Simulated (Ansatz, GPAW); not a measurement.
# CuI (110), 8 units: simulated STM images, part 2 of 2

Aim: Tersoff-Hamann images of CuI (110), 8 units at several biases.

GPAW 26.7.0 and Ansatz 0.2.0; Ansatz plane waves; layer without images along its normal, relaxation of atoms and in-plane cell; PAW set soft_1 (the session's first sound run).

So far. Step 2 (Relaxing the atoms): The relaxation lowered the energy of the cell by 0.696 eV. Step 3 (Plane waves, PBE): The layer is gapped, so the Fermi level lies somewhere inside the gap, set by smearing and numerics, and these work functions are no property of the material; the band edges below the vacuum level are. The potential is flat to 9.0e-5 eV/Å where it is read, so the vacuum is wide enough. The geometry is the other program's minimum; here the largest force on a free atom is 0.12 eV/Å.

**4. A second plane-wave code**

A second program with its own datasets checks the number independently.

This step: Ansatz plane waves; slab in vacuum with a dipole correction; PAW set soft_1 (Ansatz 0.2.0).

input.yaml reads:

```yaml
crystal:
  lattice:
    - [4.2942638803, 0.0, 0.0]
    - [0.0, 6.0616433563, 0.0]
    - [0.0, 0.0, 53.7459721853]
  atoms:
    - { symbol: Cu, position: [0.5, 0.5733909852, 0.1607344698] }
    - { symbol: I, position: [0.0, 0.7508776131, 0.1452956514] }
    - { symbol: Cu, position: [0.0, -0.023482688, 0.1863783738] }
    - { symbol: I, position: [0.5, 0.234348634, 0.18867398] }
    - { symbol: Cu, position: [0.5, 0.4905788559, 0.2281271923] }
    - { symbol: I, position: [0.0, 0.7412945231, 0.2278659171] }
    - { symbol: Cu, position: [0.0, -0.0086684664, 0.2678930956] }
    - { symbol: I, position: [0.5, 0.2416605432, 0.2683078135] }
    - { symbol: Cu, position: [0.5, 0.4913315336, 0.3083916906] }
    - { symbol: I, position: [0.0, 0.7416605432, 0.3079769728] }
    - { symbol: Cu, position: [0.0, -0.0094211441, 0.3481575939] }
    - { symbol: I, position: [0.5, 0.2412945231, 0.3484188691] }
    - { symbol: Cu, position: [0.5, 0.476517312, 0.3899064124] }
    - { symbol: I, position: [0.0, 0.734348634, 0.3876108062] }
    - { symbol: Cu, position: [0.0, 0.0733909852, 0.4155503164] }
    - { symbol: I, position: [0.5, 0.2508776131, 0.4309891348] }
kpoints:
  mp_grid: { grid: [7, 5, 1] }
hamiltonian:
  xc: pbe
  pseudopotentials: { kind: paw, azcp: { folder: soft_1 } }
scf:
  occupations: { method: fermi_dirac, width: 0.05 }
efield:
  axis: 3
  dipole_correction: true
  ramp_width: 0.05
output:
  forces: true
  write_potential: true
  write_density: true
  volumetric_format: npy
  elf: true
```

On the command line:

```sh
> ansatz run input.yaml --threads 4 --pin off --max-ram 8192MiB --backend cpu --events-out ev --progress --plain --runs-dir out
```

Elapsed: 4 min, on 4 threads of Arm Neoverse V1, shared host; peak memory 5.2 GiB.

This step gave:

| Property | Result |
| --- | --- |
| symmetry operations | 2 |
| upper work function | 3.951 eV |
| lower work function | 3.951 eV |
| dipole along the normal | 2.31e-6 e·Å |
| dipole field | 2.99e-7 V/Å |
| vacuum level above | 4.060 eV |
| vacuum level below | 4.060 eV |

The electrostatic potential energy of an electron (with the applied field's), less the Fermi level, planar mean oscillates, so the rows of the table below give means over windows of 2.09 Å about each position, cut where the curve ends. Its maxima inside the range that stand out by 2 % of the span (Å: eV): 9.1: -2.39, 11.2: 0.243, 13.3: 0.344, 15.5: 0.255, 17.6: 0.376, 19.9: 0.138, 21.8: -2.42. Its minima: 8.4: -5.69, 10.0: -7.42, 12.2: -7.22, 14.3: -7.17, 16.6: -7.21, 18.7: -7.20, 21.1: -7.37, 22.5: -5.67.

The electrostatic potential energy of an electron (with the applied field's), less the Fermi level, planar mean by z; means over each step:

```
z (Å)  electrostatic potential energy of an electron (with the applied field's), less the Fermi level, planar mean (eV)
 1.04                                                                                                              3.95
 3.13                                                                                                              3.95
 5.22                                                                                                              3.90
 7.31                                                                                                            -0.796
 9.40                                                                                                             -5.09
11.49                                                                                                             -3.79
13.58                                                                                                             -3.79
15.67                                                                                                             -3.80
17.77                                                                                                             -3.78
19.85                                                                                                             -3.73
21.95                                                                                                             -4.77
24.03                                                                                                             0.764
26.12                                                                                                              3.93
28.21                                                                                                              3.95
30.30                                                                                                              3.95
32.39                                                                                                              3.95
34.48                                                                                                              3.95
36.58                                                                                                              3.95
38.66                                                                                                              3.95
40.75                                                                                                              3.95
42.84                                                                                                              3.95
44.94                                                                                                              3.95
47.02                                                                                                              3.95
49.11                                                                                                              3.95
51.20                                                                                                              3.95
53.30                                                                                                              3.95
```

The valence density, planar mean oscillates, so the rows of the table below give means over windows of 2.09 Å about each position, cut where the curve ends. Its maxima inside the range that stand out by 2 % of the span (Å: e/Å³): 8.7: 1.18, 10.0: 1.64, 12.2: 1.66, 14.3: 1.61, 16.6: 1.66, 18.7: 1.63, 20.9: 1.63, 22.4: 1.16. Its minima: 9.3: 0.273, 11.2: 0.160, 13.3: 0.157, 15.5: 0.160, 17.6: 0.156, 19.9: 0.161, 21.6: 0.272.

Valence density, planar mean against z; means over each step:

```
z (Å)  valence density, planar mean (e/Å³)
 3.13                               6.0e-6
 5.22                              0.00266
 7.31                                0.335
 9.40                                0.879
11.49                                0.628
13.58                                0.628
15.67                                0.619
17.77                                0.619
19.85                                0.584
21.95                                0.782
24.03                                0.217
26.12                               8.7e-4
28.21                               2.0e-6
```

Electrostatic potential energy in the cb plane at fractional x = 0.000, with atoms of I and Cu within 0.2 Å of it. With pseudopotentials it is smooth inside the atoms' cores, unlike the true potential.

Values in eV, 9 rows by 16 columns, each cell a mean:
```
  4   4   4   4   4   4   2 -13  -6 -33 -28  -6  -9 -16 -38  -6
  4   4   4   4   4   4  -7 -27 -24  -7  -6 -26 -29  -6  -5 -17
  4   4   4   4   4   4  -9 -22 -24   2   1 -26 -23  -5   2 -20
  4   4   4   4   4   4   0 -20  -8   3   3 -13 -21   1   3  -5
  4   4   4   4   4   4   3   2   3   4   3   2   1   3   4   3
  4   4   4   4   4   4   4   4   4   4   3   4   4   4   3   4
  4   4   4   4   4   4   4   4   4   3   3   4   4   3   3   3
  4   4   4   4   4   4   4   4   3  -3  -2   3   3  -1  -9   2
  4   4   4   4   4   4   4   3   1 -31 -25   2   2 -18 -40  -3
```
Columns run along c (16.0 Å, from fractional 0.00 to 0.30 of the cell; values clipped at the 3rd and 97th percentile), rows up along b (6.1 Å). Atoms in or near the plane, at fractional coordinates: I at (0.15, 0.75), Cu at (0.19, 0.98), I at (0.23, 0.74), Cu at (0.27, 0.99).

ELF in the cb plane at fractional x = 0.000, with atoms of I and Cu within 0.2 Å of it. It is the smooth field of the valence electrons, not physical close to the nuclei.

Ten even steps from '0' (0.00) to '9' (0.83), each cell a mean:
```
00000000000000136899998521472126887521362126
00000000000000247999767731221158777741121258
00000000000001258996334762111377434773111476
00000000000001258985353574212685353585213674
00000000000000258985333675112675343586213775
00000000000000146897545774101577545775102686
00000000000000125788878752000368777863001478
00000000000000012567877520000135777530000136
00000000000000001234543100000002333100000002
00000000000000000011110000000000000000000000
00000000000000000000000000000000000000000000
00000000000000000000000000000000000000111000
00000000000000000000000001111100000011111100
00000000000000000000000111111110000111111110
00000000000000001344421112221211111122222211
00000000000000124678875212462112443212473112
```
Columns run along c (16.0 Å, from fractional 0.00 to 0.30 of the cell), rows up along b (6.1 Å). Atoms in or near the plane, at fractional coordinates: I at (0.15, 0.75), Cu at (0.19, 0.98), I at (0.23, 0.74), Cu at (0.27, 0.99).

Valence density in the cb plane at fractional x = 0.000, with atoms of I and Cu within 0.2 Å of it. It is the smooth field of the valence electrons, not physical close to the nuclei.

Ten steps, logarithmic in the rise over the least value, from '0' (0 e/Å³) to '9' (52 e/Å³), each cell a mean:
```
00000000000000000000111014896200010013796200
00000000000000000001221112453111121111343111
00000000000000000013554211111112454210111112
00000000000000000014675210000013676310000014
00000000000000000014665210000013666310000013
00000000000000000012342100000012443100000012
00000000000000000001111000000001111100000001
00000000000000000000000000000000000000000000
00000000000000000000000000000000000000000000
00000000000000000000000000000000000000000000
00000000000000000000000000000000000000000000
00000000000000000000000000000000000000000000
00000000000000000000000000000000000000000000
00000000000000000000000000110000000000111000
00000000000000000000000001343100000002454100
00000000000000000000000013896200000013897200
```
Columns run along c (16.0 Å, from fractional 0.00 to 0.30 of the cell), rows up along b (6.1 Å). Atoms in or near the plane, at fractional coordinates: I at (0.15, 0.75), Cu at (0.19, 0.98), I at (0.23, 0.74), Cu at (0.27, 0.99).

In a gap the Fermi level hangs on smearing and numerics; here the upper work functions are 3.951 and 3.948 eV.

**5. Side by side**

Results and costs are gathered.

This step: comparison of work functions, dipole and cost; PAW set soft_1 (GPAW 26.7.0).

Ladder, by row:

```
  step    code  work function, upper (eV)  work function, lower (eV)  dipole (e Å)  wall time (s)  peak memory (GiB)  threads
    pw    GPAW                      3.948                      3.948       0.00108           2173                1.8        1
ansatz  Ansatz                      3.951                      3.951       2.31e-6          241.9               5.19        4
```

**6. A changed run**

One more run, with changed settings.

This step: GPAW, PAW setups; slab in vacuum (GPAW 26.7.0).

run.py reads:

```python
import json
import numpy as np
from ase import Atoms
from gpaw import GPAW, PW

slab = Atoms(
    ['Cu', 'I', 'Cu', 'I', 'Cu', 'I', 'Cu', 'I', 'Cu', 'I', 'Cu', 'I', 'Cu', 'I', 'Cu', 'I'],
    positions=[
        [2.14713, 3.47569, 8.82977],
        [0.00000, 4.55155, 8.00000],
        [0.00000, -0.14234, 10.20803],
        [2.14713, 1.42054, 10.33141],
        [2.14713, 2.97371, 12.45186],
        [-0.00000, 4.49346, 12.43782],
        [-0.00000, -0.05255, 14.58912],
        [2.14713, 1.46486, 14.61141],
        [2.14713, 2.97828, 16.76576],
        [-0.00000, 4.49568, 16.74347],
        [-0.00000, -0.05711, 18.90301],
        [2.14713, 1.46264, 18.91705],
        [2.14713, 2.88848, 21.14684],
        [-0.00000, 4.45136, 21.02346],
        [0.00000, 0.44487, 22.52510],
        [2.14713, 1.52073, 23.35487]],
    cell=[[4.29426, 0.0, 0.0], [0.0, 6.06164, 0.0], [0.0, 0.0, 31.3549]],
    pbc=[True, True, False])

slab.calc = GPAW(mode=PW(400), xc='PBE', kpts={'size': (1, 1, 1), 'gamma': True},
                 occupations={'name': 'fermi-dirac', 'width': 0.05}, nbands='160%',
                 convergence={'density': 1e-05}, maxiter=50,
                 poissonsolver={'dipolelayer': 'xy'},
                 symmetry={'tolerance': 1e-3}, txt='slab.txt')
result = {}
energy = slab.get_potential_energy()
fermi = slab.calc.get_fermi_level()
v = slab.calc.get_electrostatic_potential().mean((0, 1)) - fermi
n = slab.calc.get_pseudo_density().mean((0, 1))
L = slab.cell[2, 2]
z = np.arange(len(v)) * L / len(v)
low, high = slab.positions[:, 2].min(), slab.positions[:, 2].max()
below, above = np.interp([low - 5.8, high + 5.8], z, v)
slopes = [np.interp(x, z, np.gradient(v, z)) for x in (low - 5.8, high + 5.8)]
eps = np.array([[slab.calc.get_eigenvalues(k, s) for k in range(len(slab.calc.get_ibz_k_points()))]
                for s in range(slab.calc.get_number_of_spins())]) - fermi
top, bottom = eps[eps < 0].max(), eps[eps > 0].min()
dipole = slab.get_dipole_moment()[2]
print(f'energy {energy:.4f} eV, Fermi level {fermi:.4f} eV, dipole {dipole:.5f} e A')
print(f'potential 5.8 A off the faces, from the Fermi level: lower {below:.4f} eV, upper {above:.4f} eV')
print(f'slope of the potential there: lower {slopes[0]:.5f}, upper {slopes[1]:.5f} eV/A')
print(f'nearest levels on the mesh: {top:.4f} and {bottom:.4f} eV')
print('magnetic moment', round(slab.get_magnetic_moment(), 3))
result.update(energy=energy, fermi=fermi, dipole=dipole, below=below, above=above, slopes=slopes, edges=[top, bottom],
              z=z.tolist(), v=v.tolist(), n=n.tolist(), positions=slab.positions.tolist(),
              forces=slab.get_forces(apply_constraint=False).tolist(), moments=slab.get_magnetic_moments().tolist())
json.dump(result, open('result.json', 'w'))
```

On the command line:

```sh
> OMP_NUM_THREADS=1 OPENBLAS_NUM_THREADS=1 python run.py
```

Elapsed: 42 s, on 1 thread; peak memory 0.32 GiB.

The run finished. A setting was moved off its sound value on purpose, so it serves as a test and not as the result.

The fault put into the input: one k-point (kpts = [1, 1]).

Side by side:

```
                    quantity  this run  sound run  difference
    upper work function (eV)    3.8842     3.9483     -0.0641
    lower work function (eV)    3.8839     3.9485     -0.0645
upper ionisation energy (eV)    4.5423     4.6511      -0.109
```

One result that differs is the upper ionisation energy, 4.54 eV against 4.65 eV.

**7. What came out**

| Item | Value |
| --- | --- |
| work function, both faces (Fermi level placed in the gap by the smearing) | 3.95 eV |
| ionisation energy from the upper face (highest filled level on the mesh) | 4.65 eV |
| electron affinity from the upper face (lowest empty Kohn-Sham level on the mesh) | 3.27 eV |
| dipole along the normal | 0.0011 e Å, near the numerical noise |
| corrugation at -1 V | 0.999 Å |
| corrugation at 1 V | 0.501 Å |

The corrugation at constant current is largest at -1 V, where the tip height varies by 1.00 Å over the cell. Negative sample bias images filled states, positive bias empty ones. The levels nearest the Fermi level on the mesh lie 1.38 eV apart, so the slab is gapped there: the smearing puts the Fermi level inside the gap, and from either face the ionisation energy is the work function plus 0.70 eV. Both are Kohn-Sham levels on the mesh, and semilocal gaps are too small, so the affinity tends to come out too large and the ionisation energy too small. The images are of Tersoff-Hamann type: an s-wave tip, no tip-sample forces, heights closer than in a microscope. With elements this heavy, spin-orbit coupling can move band edges by tenths of an eV. Biases count from a Fermi level whose place in the gap is arbitrary, so only their reach past the band edges has a meaning. The small printed dipole stands for a step of -7.5 meV from the lower to the upper face, and the probes find -0.18 meV; values this small are near the numerical noise of both. The layer's cell and atoms come from the relaxation; spin-orbit coupling and temperature are left out.

[Logs are printed without paths, hosts, clocks, repeated set-up lines and the standing remarks that a program may print on its own settings, such as how far it seeks lower states.]

[Hosts, paths, dates, database ids (printed as entryN), source tags and the programs' standing remarks are cut or masked in the printed files.]
